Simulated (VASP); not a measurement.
**C: single point with PBE**

Crystal: C.

```xyz
2
Lattice="0.0000 1.7834 1.7834 1.7834 0.0000 1.7834 1.7834 1.7834 0.0000" Properties=species:S:1:pos:R:3 pbc="T T T"
C     2.6751    2.6751    2.6751
C     1.7834    1.7834    1.7834
```

This isn't the form of C at room conditions, which is graphite.

```yaml
Program: VASP 6.6.1
Task: single point
Functional: PBE
Potentials_or_basis: VASP PAW PBE potentials, release 64 (C)
Cutoff: 520 eV
k_mesh: 13 × 13 × 13
Occupations: fermi-dirac, width 0.05 eV
Spin: no spin polarisation
Further_INCAR_settings: ALGO = Normal; EDIFF = 1e-07; NBANDS = 11
```

```
Pressure               : 2.5 GPa
Band gap on the k mesh : 4.14 eV, indirect (least direct gap 5.59 eV)
```

Levels at points of the mesh, in eV from the valence-band top:
```tsv
k point	band 1	band 2	band 3	band 4	band 5	band 6	band 7	band 8	band 9
(0.00, 0.00, 0.00)	-21.48	0.00	0.00	0.00	5.59	5.59	5.59	13.33	19.29
```

It took 4.5 s on 1 thread of AMD EPYC 9R45 (Zen 5) (shared host), peak memory 0.09 GiB.

Caveat: an odd mesh through Γ misses points on the zone boundary, where band edges often lie. PBE gaps usually lie below the measured ones, often by a third to a half.
